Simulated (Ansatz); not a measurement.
**One slab under several functionals: fcc Sb (100), 5 layers**

All-electron LAPW in Ansatz 0.2.0, scalar-relativistic, no spin–orbit coupling; no spin polarisation. Each functional has its own bulk lattice constant and relaxed 1×1 slab, with 16 to 20 Å of vacuum and a dipole correction.

```json
{"functional": "PBEsol", "area (Å²)": "11.11", "γ (J/m²)": "?", "Φ (eV)": "4.20", "Δd12 (%)": "-11.6"}
{"functional": "PBE", "area (Å²)": "11.48", "γ (J/m²)": "0.21", "Φ (eV)": "?", "Δd12 (%)": "-12.3"}
```

Problem. What belongs in the row "PBE", column "Φ (eV)"?

Solution. 4.10.

Problem. What belongs in the row "PBEsol", column "γ (J/m²)"?

Solution. 0.38.
